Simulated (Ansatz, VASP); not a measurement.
# CdTe in VASP and in Ansatz

```
CELL_PARAMETERS angstrom
0.00000 3.27990 3.27990
3.27990 0.00000 3.27990
3.27990 3.27990 0.00000
ATOMIC_POSITIONS crystal
Cd 0.00000 0.00000 0.00000
Te 0.25000 0.25000 0.25000
```

Alike in both runs: task single point; functional PBE; k mesh 6 × 6 × 6; no spin polarisation.

```csv
,VASP,Ansatz
version,VASP 6.6.1,Ansatz 0.2.0
potentials or method,"VASP PAW PBE potentials, release 64 (Cd, Te)","plane waves, PAW"
plane-wave cutoff (eV),520,420
occupations,"gaussian, width 0.01 eV",fixed
valence electrons in the cell,18,36
```

|  | VASP | Ansatz | Ansatz less VASP |
| --- | --- | --- | --- |
| gap on the k mesh at the Fermi level (eV) | 0.66 | 0.66 | +0.002 |

The two sets of potentials don't hold the same shells in valence.

Caveats: spin-orbit coupling is left out, which moves the levels of the heavy elements.
